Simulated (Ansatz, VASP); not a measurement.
**I, level by level in two programs**

```xyz
1
Lattice="0.0000 2.3967 3.9613 2.2211 0.0000 3.9613 2.2211 2.3967 0.0000" Properties=species:S:1:pos:R:3 pbc="T T T"
I     0.0000    0.0000    0.0000
```

Change from the starting cell: volume scaled by 1.04.

Single points on this cell with VASP 6.6.1 and Ansatz 0.2.0. Each row is one pair of runs. Alike in all rows: spin: off; k mesh: 9 × 9 × 9; smearing: fermi-dirac, width 0.05 eV; VASP's potentials, cutoff: VASP PAW PBE potentials, release 64 (I), 520 eV.

```csv
level,"Ansatz's potentials, cutoff","gap on the k mesh at the Fermi level (eV), VASP","gap on the k mesh at the Fermi level (eV), Ansatz","pressure (GPa), VASP","pressure (GPa), Ansatz","largest component of the traceless stress (GPa), VASP","largest component of the traceless stress (GPa), Ansatz"
PBE,"Ansatz PAW, 420 eV",none,none,-0.5,-0.5,1.12,1.09
PBE,"Ansatz PAW earlier set, 520 eV",none,none,-0.5,-0.5,1.12,1.08
PBE,"Ansatz PAW earlier set, 620 eV",none,?,-0.5,?,1.12,?
PBE,"PseudoDojo stringent (PBE files), 1530 eV",none,none,-0.5,-0.5,1.12,1.08
PBE,"Ansatz PAW polarizable, 420 eV",none,none,-0.5,-0.5,1.12,1.09
```

Fill in what Ansatz gave in row 3.

gap on the k mesh at the Fermi level (eV): none; pressure (GPa): -0.5; largest component of the traceless stress (GPa): 1.08.

A gap of «none» marks a metal or a gap that the smearing closes.

Caveats: an odd number of electrons without spin polarisation forces a metal (some rows); a magnetic or distorted state may lie lower (some rows).
